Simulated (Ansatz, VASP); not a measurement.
**Sb in VASP and in Ansatz**

```
CELL_PARAMETERS angstrom
0.00000 2.35798 2.35798
2.35798 0.00000 2.35798
2.35798 2.35798 0.00000
ATOMIC_POSITIONS crystal
Sb 0.00000 0.00000 0.00000
```

Alike in both runs: task relaxation of cell and atoms; functional PBEsol; k mesh 16 × 16 × 16; occupations gaussian, width 0.1 eV; no spin polarisation.

|  | VASP | Ansatz |
| --- | --- | --- |
| version | VASP 6.6.1 | Ansatz 0.2.0 |
| potentials or method | VASP PAW PBE potentials, release 64 (Sb) | scalar-relativistic, plane waves, PAW |
| plane-wave cutoff (eV) | 600 | 420 |
| valence electrons in the cell | 5 | 15 |

Ansatz gave:

* gap on the k mesh at the Fermi level, each at its own relaxed structure (eV): none
* relaxed volume (Å³/atom): 26.15
* relaxed cell length with the largest relative difference (Å): 3.332

What did VASP give for the same quantities?

gap on the k mesh at the Fermi level, each at its own relaxed structure (eV): none; relaxed volume (Å³/atom): 26.17; relaxed cell length with the largest relative difference (Å): 3.332.

A gap of «none» marks a metal or a gap that the smearing closes. The two sets of potentials don't hold the same shells in valence.

Caveats: the PAW data sets were made with another functional, which shifts forces and pressure a little (VASP). The runs have no spin-orbit coupling, so splittings on Sb are missing.
